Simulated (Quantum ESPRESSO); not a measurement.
# SiC (Moissanite) (P6_3mc) in Quantum ESPRESSO: notebook, part 3 of 3

Quantum ESPRESSO 7.5. The steps go on from the part before.

## (4) Phonons, BLYP

pw.in reads:

```
&CONTROL
  calculation = 'scf'
  prefix = 'pwscf'
  outdir = './tmp'
  pseudo_dir = './pseudo'
  tprnfor = .true.
  tstress = .true.
  disk_io = 'low'
/
&SYSTEM
  ibrav = 0
  nat = 4
  ntyp = 2
  ecutwfc = 82
  nbnd = 14
  input_dft = 'blyp'
  occupations = 'smearing'
  smearing = 'fd'
  degauss = 0.00367493
/
&ELECTRONS
  conv_thr = 8d-10
  electron_maxstep = 120
  mixing_beta = 0.5
/
ATOMIC_SPECIES
Si    28.0850 Si.upf
C     12.0110 C.upf
CELL_PARAMETERS angstrom
   3.0760000000    0.0000000000    0.0000000000
  -1.5380000000    2.6638941420    0.0000000000
   0.0000000000    0.0000000000    5.0480000000
ATOMIC_POSITIONS crystal
Si     0.6666666667    0.3333333333    0.5000000000
Si     0.3333333333    0.6666666667    0.0000000000
C      0.6666666667    0.3333333333    0.8850000000
C      0.3333333333    0.6666666667    0.3850000000
K_POINTS automatic
6 6 4 0 0 1
```

relax.in reads:

```
&CONTROL
  calculation = 'relax'
  prefix = 'pwscf'
  outdir = './tmp'
  pseudo_dir = './pseudo'
  tprnfor = .true.
  tstress = .true.
  disk_io = 'low'
  nstep = 40
  forc_conv_thr = 0.0001
  etot_conv_thr = 1d-06
/
&SYSTEM
  ibrav = 0
  nat = 4
  ntyp = 2
  ecutwfc = 82
  nbnd = 14
  input_dft = 'blyp'
  occupations = 'smearing'
  smearing = 'fd'
  degauss = 0.00367493
/
&ELECTRONS
  conv_thr = 8d-10
  electron_maxstep = 120
  mixing_beta = 0.5
/
&IONS
  ion_dynamics = 'bfgs'
/
ATOMIC_SPECIES
Si    28.0850 Si.upf
C     12.0110 C.upf
CELL_PARAMETERS angstrom
   3.0760000000    0.0000000000    0.0000000000
  -1.5380000000    2.6638941420    0.0000000000
   0.0000000000    0.0000000000    5.0480000000
ATOMIC_POSITIONS crystal
Si     0.6666666667    0.3333333333    0.5000000000
Si     0.3333333333    0.6666666667    0.0000000000
C      0.6666666667    0.3333333333    0.8850000000
C      0.3333333333    0.6666666667    0.3850000000
K_POINTS automatic
6 6 4 0 0 1
```

scf2.in reads:

```
&CONTROL
  calculation = 'scf'
  prefix = 'pwscf'
  outdir = './tmp'
  pseudo_dir = './pseudo'
  tprnfor = .true.
  tstress = .true.
  disk_io = 'low'
/
&SYSTEM
  ibrav = 0
  nat = 4
  ntyp = 2
  ecutwfc = 82
  nbnd = 14
  input_dft = 'blyp'
  occupations = 'fixed'
/
&ELECTRONS
  conv_thr = 1d-13
  electron_maxstep = 120
  mixing_beta = 0.5
  startingpot = 'file'
  startingwfc = 'file'
/
ATOMIC_SPECIES
Si    28.0850 Si.upf
C     12.0110 C.upf
CELL_PARAMETERS angstrom
   3.0760000000    0.0000000000    0.0000000000
  -1.5380000000    2.6638941420    0.0000000000
   0.0000000000    0.0000000000    5.0480000000
ATOMIC_POSITIONS crystal
Si     0.6666666667    0.3333333333    0.5045834767
Si     0.3333333333    0.6666666667    0.0045834767
C      0.6666666667    0.3333333333    0.8804165233
C      0.3333333333    0.6666666667    0.3804165233
K_POINTS automatic
6 6 4 0 0 1
```

ph.in reads:

```
phonons of SiC
&INPUTPH
  prefix = 'pwscf'
  outdir = './tmp'
  tr2_ph = 1d-16
  fildyn = 'dyn'
  niter_ph = 60
  alpha_mix(1) = 0.7
  epsil = .true.
/
0.0000000000 0.0000000000 0.0000000000
```

dynmat.in reads:

```
&INPUT
  fildyn = 'dyn'
  asr = 'crystal'
  lperm = .true.
  filout = 'dynmat.disp'
  fileig = 'dynmat.eig'
/
```

dynmat_lo.in reads:

```
&INPUT
  fildyn = 'dyn'
  asr = 'crystal'
  filout = 'dynmat_lo.disp'
  fileig = 'dynmat_lo.eig'
  q(1) = 0
  q(2) = 0
  q(3) = 1
/
```

Potentials or basis: PseudoDojo 0.4.1 SR PBE standard.

The run is started by

```
OMP_NUM_THREADS=1 pw.x -in pw.in > pw.out
OMP_NUM_THREADS=1 pw.x -in relax.in > relax.out
OMP_NUM_THREADS=1 pw.x -in scf2.in > scf2.out
OMP_NUM_THREADS=1 ph.x -in ph.in > ph.out
OMP_NUM_THREADS=1 dynmat.x -in dynmat.in > dynmat.out
OMP_NUM_THREADS=1 dynmat.x -in dynmat_lo.in > dynmat_lo.out
```

pw.out:

```text
This program is part of the open-source Quantum ESPRESSO suite
     for quantum simulation of materials; please cite
         "P. Giannozzi et al., J. Phys.:Condens. Matter 21 395502 (2009);
         "P. Giannozzi et al., J. Phys.:Condens. Matter 29 465901 (2017);
         "P. Giannozzi et al., J. Chem. Phys. 152 154105 (2020);
     in publications or presentations arising from this work. More details at

     IMPORTANT: XC functional enforced from input :
     Exchange-correlation= BLYP
                           (   1   3   1   3   0   0   0)
     Any further DFT definition will be discarded
     Please, verify this is what you really want

     Message from routine setup:
     using ibrav=0 with symmetry is DISCOURAGED, use correct ibrav instead

     G-vector sticks info
     --------------------
     sticks:   dense  smooth     PW     G-vecs:    dense   smooth      PW
     Sum         757     757    223                27991    27991    4475

     Using Slab Decomposition

     bravais-lattice index     =            0
     lattice parameter (alat)  =       5.8128  a.u.
     unit-cell volume          =     279.1382 (a.u.)^3
     number of atoms/cell      =            4
     number of atomic types    =            2
     number of electrons       =        16.00
     number of Kohn-Sham states=           14
     kinetic-energy cutoff     =      82.0000  Ry
     charge density cutoff     =     328.0000  Ry
     scf convergence threshold =      8.0E-10
     mixing beta               =       0.5000
     number of iterations used =            8  plain     mixing
     Exchange-correlation= BLYP
                           (   1   3   1   3   0   0   0)

     celldm(1)=   5.812798  celldm(2)=   0.000000  celldm(3)=   0.000000
     celldm(4)=   0.000000  celldm(5)=   0.000000  celldm(6)=   0.000000

     crystal axes: (cart. coord. in units of alat)
               a(1) = (   1.000000   0.000000   0.000000 )
               a(2) = (  -0.500000   0.866025   0.000000 )
               a(3) = (   0.000000   0.000000   1.641092 )

     reciprocal axes: (cart. coord. in units 2 pi/alat)
               b(1) = (  1.000000  0.577350 -0.000000 )
               b(2) = (  0.000000  1.154701  0.000000 )
               b(3) = (  0.000000 -0.000000  0.609350 )

     PseudoPot. # 1 for Si read from file:
     Si.upf
     Pseudo is Norm-conserving + core correction, Zval =  4.0
     Generated using ONCVPSP code by D. R. Hamann
     Using radial grid of 1510 points,  6 beta functions with:
                l(1) =   0
                l(2) =   0
                l(3) =   1
                l(4) =   1
                l(5) =   2
                l(6) =   2

     PseudoPot. # 2 for C  read from file:
     C.upf
     Pseudo is Norm-conserving + core correction, Zval =  4.0
     Generated using ONCVPSP code by D. R. Hamann
     Using radial grid of 1248 points,  4 beta functions with:
                l(1) =   0
                l(2) =   0
                l(3) =   1
                l(4) =   1

     atomic species   valence    mass     pseudopotential
     Si                4.00    28.08500     Si( 1.00)
     C                 4.00    12.01100     C ( 1.00)

     12 Sym. Ops. (no inversion) found ( 6 have fractional translation)

   Cartesian axes

     site n.     atom                  positions (alat units)
         1        Si     tau(   1) = (   0.5000000   0.2886751   0.8205462  )
         2        Si     tau(   2) = (  -0.0000000   0.5773503   0.0000000  )
         3        C      tau(   3) = (   0.5000000   0.2886751   1.4523667  )
         4        C      tau(   4) = (  -0.0000000   0.5773503   0.6318205  )

     number of k points=    14  Fermi-Dirac smearing, width (Ry)=  0.0037
                       cart. coord. in units 2pi/alat
        k(    1) = (   0.0000000   0.0000000   0.0761688), wk =   0.0277778
        k(    2) = (   0.0000000   0.0000000   0.2285063), wk =   0.0277778
        k(    3) = (   0.0000000   0.1924501   0.0761688), wk =   0.1666667
        k(    4) = (   0.0000000   0.1924501   0.2285063), wk =   0.1666667
        k(    5) = (   0.0000000   0.3849002   0.0761688), wk =   0.1666667
        k(    6) = (   0.0000000   0.3849002   0.2285063), wk =   0.1666667
        k(    7) = (   0.0000000  -0.5773503   0.0761688), wk =   0.0833333
        k(    8) = (   0.0000000  -0.5773503   0.2285063), wk =   0.0833333
        k(    9) = (   0.1666667   0.2886751   0.0761688), wk =   0.1666667
        k(   10) = (   0.1666667   0.2886751   0.2285063), wk =   0.1666667
        k(   11) = (   0.1666667   0.4811252   0.0761688), wk =   0.3333333
        k(   12) = (   0.1666667   0.4811252   0.2285063), wk =   0.3333333
        k(   13) = (   0.3333333   0.5773503   0.0761688), wk =   0.0555556
        k(   14) = (   0.3333333   0.5773503   0.2285063), wk =   0.0555556

     Dense  grid:    27991 G-vectors     FFT dimensions: (  36,  36,  60)

     Initial potential from superposition of free atoms

     starting charge      15.9987, renormalised to      16.0000
     Starting wfcs are   16 randomized atomic wfcs

     Self-consistent Calculation

     iteration #  1     ecut=    82.00 Ry     beta= 0.50
     Davidson diagonalization with overlap
     ethr =  1.00E-02,  avg # of iterations =  3.5

     total energy              =     -40.50304636 Ry
     estimated scf accuracy    <       1.03998321 Ry

     iteration #  2     ecut=    82.00 Ry     beta= 0.50
     Davidson diagonalization with overlap
     ethr =  6.50E-03,  avg # of iterations =  2.0

     total energy              =     -40.75603102 Ry
     estimated scf accuracy    <       0.04984540 Ry

     iteration #  3     ecut=    82.00 Ry     beta= 0.50
     Davidson diagonalization with overlap
     ethr =  3.12E-04,  avg # of iterations =  4.3

     total energy              =     -40.76078127 Ry
     estimated scf accuracy    <       0.00850269 Ry

     iteration #  4     ecut=    82.00 Ry     beta= 0.50
     Davidson diagonalization with overlap
     ethr =  5.31E-05,  avg # of iterations =  2.9

     total energy              =     -40.76126342 Ry
     estimated scf accuracy    <       0.00209344 Ry

     iteration #  5     ecut=    82.00 Ry     beta= 0.50
     Davidson diagonalization with overlap
     ethr =  1.31E-05,  avg # of iterations =  3.9
[... 8 lines left out ...]
     total energy              =     -40.76184431 Ry
     estimated scf accuracy    <       0.00000011 Ry

     iteration #  7     ecut=    82.00 Ry     beta= 0.50
     Davidson diagonalization with overlap
     ethr =  7.17E-10,  avg # of iterations =  5.4

     total energy              =     -40.76184533 Ry
     estimated scf accuracy    <       0.00000016 Ry

     iteration #  8     ecut=    82.00 Ry     beta= 0.50
     Davidson diagonalization with overlap
     ethr =  7.17E-10,  avg # of iterations =  1.9

     total energy              =     -40.76184534 Ry
     estimated scf accuracy    <       0.00000001 Ry

     iteration #  9     ecut=    82.00 Ry     beta= 0.50
     Davidson diagonalization with overlap
     ethr =  7.37E-11,  avg # of iterations =  2.3

     End of self-consistent calculation

          k = 0.0000 0.0000 0.0762 (  3507 PWs)   bands (ev):

    -5.2556  -2.1938   2.1745   8.7738   8.7738   9.8359   9.9371   9.9371
    15.1581  16.8371  16.9826  16.9826  17.7910  18.9743

          k = 0.0000 0.0000 0.2285 (  3538 PWs)   bands (ev):

    -4.6605  -3.5330   4.4848   7.3714   9.0812   9.0812   9.5605   9.5605
    15.7104  16.7226  17.2958  17.2962  18.0772  18.5891

          k = 0.0000 0.1925 0.0762 (  3512 PWs)   bands (ev):

    -4.7809  -1.7786   2.5778   6.7016   8.1224   8.2786   9.6174   9.7281
    15.1821  16.8055  17.3535  17.8149  17.9074  19.1563

          k = 0.0000 0.1925 0.2285 (  3512 PWs)   bands (ev):

    -4.1928  -3.0826   4.7065   6.9646   7.2795   8.4209   8.4943   9.1028
    15.3506  16.2572  17.4391  18.0921  18.4272  19.2570

          k = 0.0000 0.3849 0.0762 (  3502 PWs)   bands (ev):

    -3.4272  -0.7402   2.8968   4.4272   5.4786   7.2073   8.6972   8.9774
    13.7722  15.0460  17.2741  18.2176  18.6702  20.2034

          k = 0.0000 0.3849 0.2285 (  3479 PWs)   bands (ev):

    -2.8704  -1.8460   3.3707   4.3422   6.4143   7.6300   8.3430   8.4035
    13.8209  14.7232  16.0699  17.6421  19.6465  20.9753

          k = 0.0000-0.5774 0.0762 (  3492 PWs)   bands (ev):

    -1.9871  -0.6038   2.1559   3.5419   5.3443   6.8459   7.4402   8.6898
    13.2349  14.3421  17.2916  17.9442  18.9045  19.9074

          k = 0.0000-0.5774 0.2285 (  3476 PWs)   bands (ev):

    -1.5324  -0.8784   1.7341   2.4028   7.1581   7.2819   8.0227   8.3165
    13.4443  13.7837  15.9560  16.0629  19.6290  21.1533

          k = 0.1667 0.2887 0.0762 (  3494 PWs)   bands (ev):

    -3.8613  -1.0302   3.1606   5.0486   5.9931   7.0742   8.4566   9.2033
    15.6916  15.9928  16.8791  17.4259  18.9912  19.3347

          k = 0.1667 0.2887 0.2285 (  3501 PWs)   bands (ev):

    -3.2915  -2.2294   4.2939   5.3807   6.4355   6.9791   7.7703   8.5472
    15.3247  15.7437  17.3101  17.9975  18.9283  19.0111

          k = 0.1667 0.4811 0.0762 (  3494 PWs)   bands (ev):

    -2.2365  -0.3255   2.5336   4.1873   5.0926   5.6561   7.4353   7.8860
    14.1966  15.6391  17.2160  18.4968  19.3409  20.3504

          k = 0.1667 0.4811 0.2285 (  3498 PWs)   bands (ev):

    -1.7439  -0.9306   2.4059   3.1724   5.6636   6.5332   7.3854   8.6114
    14.4419  15.4758  16.4417  17.2804  18.5416  20.1578

          k = 0.3333 0.5774 0.0762 (  3501 PWs)   bands (ev):

    -0.8501  -0.8501   3.5487   3.5487   3.5792   6.0730   6.7225   6.7225
    13.2592  18.1358  18.1358  18.4086  20.1955  20.1955

          k = 0.3333 0.5774 0.2285 (  3510 PWs)   bands (ev):

    -0.6490  -0.6490   2.6049   2.6049   4.1211   5.0936   8.2336   8.2336
    15.2566  15.7524  15.7524  17.5609  20.5820  20.5820

     the Fermi energy is    11.3750 ev

!    total energy              =     -40.76184534 Ry
     estimated scf accuracy    <          1.3E-10 Ry
     smearing contrib. (-TS)   =      -0.00000000 Ry
     internal energy E=F+TS    =     -40.76184534 Ry

     The total energy is F=E-TS. E is the sum of the following terms:
     one-electron contribution =      10.97673343 Ry
     hartree contribution      =       4.92876332 Ry
     xc contribution           =     -14.87815289 Ry
     ewald contribution        =     -41.78918921 Ry

     convergence has been achieved in   9 iterations

     Forces acting on atoms (cartesian axes, Ry/au):

     atom    1 type  1   force =     0.00000000    0.00000000    0.02962634
     atom    2 type  1   force =     0.00000000   -0.00000000    0.02962634
     atom    3 type  2   force =    -0.00000000   -0.00000000   -0.02962634
     atom    4 type  2   force =     0.00000000    0.00000000   -0.02962634

     Total force =     0.059253     Total SCF correction =     0.000003

     Computing stress (Cartesian axis) and pressure

          total   stress  (Ry/bohr**3)                   (kbar)     P=      101.63
   0.00078947  -0.00000000   0.00000000          116.14       -0.00        0.00
  -0.00000000   0.00078947   0.00000000           -0.00      116.14        0.00
   0.00000000   0.00000000   0.00049362            0.00        0.00       72.61

=------------------------------------------------------------------------------=
   JOB DONE.
=------------------------------------------------------------------------------=
```

It took 5.5 min on 1 thread of Arm Neoverse V1, shared host; peak memory 0.08 GiB.

Results:

* Free energy: -554.6297 eV
* Pressure after relaxing: 9.9 GPa
* Electronic dielectric tensor (diagonal): 6.91, 6.91, 6.95
* Born charges (mean of the diagonal): Si +2.71; C -2.80 e
* Highest phonon frequency at Γ, LO-TO splitting left out: 842 cm⁻¹
* Static dielectric tensor (diagonal): 10.16, 10.16, 10.88

Step by step:
| step | energy change (eV) | largest force (eV/Å) | pressure (GPa) |
| --- | --- | --- | --- |
| 1 | 0.0000 | 0.7617 | 10.16 |
| 2 | -0.0325 | 0.2635 | 9.94 |
| 3 | -0.0365 | 0.0302 | 9.89 |
| 4 | -0.0365 | 0.0010 | 9.89 |
| 5 | -0.0365 | 0.0002 | 9.89 |

Final structure:
```xyz
4
Lattice="3.0760 0.0000 0.0000 -1.5380 2.6639 0.0000 0.0000 0.0000 5.0480" Properties=species:S:1:pos:R:3 pbc="T T T"
Si    1.5380    0.8880    2.5471
Si    0.0000    1.7759    0.0231
C     1.5380    0.8880    4.4443
C     0.0000    1.7759    1.9203
```

Phonon frequencies in cm⁻¹ (negative: imaginary):
```tsv
q point	frequencies
(0.000, 0.000, 0.000)	-2 -1 -1 267 267 603 759 759 767 797 797 842
```

Electronic dielectric tensor:
```
6.91 0.00 0.00
0.00 6.91 0.00
0.00 0.00 6.95
```

Born effective charge tensors (e):
atom 1, Si
```
2.64 0.00 0.00
0.00 2.64 0.00
0.00 0.00 2.86
```
atom 2, Si
```
2.64 0.00 0.00
0.00 2.64 0.00
0.00 0.00 2.86
```
atom 3, C
```
-2.76  0.00  0.00
 0.00 -2.76  0.00
 0.00  0.00 -2.87
```
atom 4, C
```
-2.76  0.00  0.00
 0.00 -2.76  0.00
 0.00  0.00 -2.87
```

Optical modes at Γ, degenerate ones joined, polar ones without the macroscopic field:
```csv
cm⁻¹,components,symmetry,active in,"IR intensity, summed ((D/Å)²/amu)"
267,2,E2,Raman,0.00
603,1,B1,silent,0.00
759,2,E2,Raman,0.00
767,1,A1,IR and Raman,44.93
797,2,E1,IR and Raman,80.04
842,1,B1,silent,0.00
```

Zone-centre frequencies without and with the macroscopic field along z (cm⁻¹):
```
                      optical modes in rising order
       without  267 267 603 759 759 767 797 797 842
with the field  267 267 603 759 759 797 797 842 960
```

Static dielectric tensor, electrons and zone-centre modes:
```
10.16  0.00  0.00
 0.00 10.16  0.00
 0.00  0.00 10.88
```

Caveat: the mesh is thin for the dielectric tensor, Born charges and intensities, which usually come out too large; the potentials were made for another functional, which shifts forces and pressure; the cell is more than 3 GPa from zero pressure, which shifts response properties; the Born charges break their sum rule by 0.17 e, a sign of too thin a mesh.
